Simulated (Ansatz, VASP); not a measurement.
## Two plane-wave programs on Ti4Se

```xyz
5
Lattice="4.5130 0.0000 0.0000 0.0000 4.5130 0.0000 0.0000 0.0000 4.5130" Properties=species:S:1:pos:R:3 pbc="T T T"
Ti    2.2565    0.0000    0.0000
Ti    0.0000    2.2565    0.0000
Ti    0.0000    0.0000    2.2565
Ti    2.2565    2.2565    2.2565
Se    0.0000    0.0000    0.0000
```

Alike in both runs: task single point; functional PBE; k mesh 4 × 4 × 4; occupations gaussian, width 0.1 eV; collinear spin.

|  | VASP | Ansatz |
| --- | --- | --- |
| version | VASP 6.6.1 | Ansatz 0.2.0 |
| potentials or method | VASP PAW PBE potentials, release 64 (Ti_sv, Se) | scalar-relativistic, plane waves, PAW |
| plane-wave cutoff (eV) | 520 | 420 |
| valence electrons in the cell | 54 | 64 |

VASP gave:

```
gap on the k mesh at the Fermi level (eV)                     : none
pressure (GPa)                                                : 11.4
net moment per atom (μB)                                      : 0.02
size of the moment on the site where the two differ most (μB) : 0.08
```

Question: Estimate Ansatz's values.

Answer: gap on the k mesh at the Fermi level (eV): none; pressure (GPa): 11.2; net moment per atom (μB): 0.03; size of the moment on the site where the two differ most (μB): 0.12.

Site moments also hang on the region over which each program counts them. A gap of «none» marks a metal or a gap that the smearing closes. The two sets of potentials don't hold the same shells in valence. Ansatz warned: «seeded_moment_not_kept».
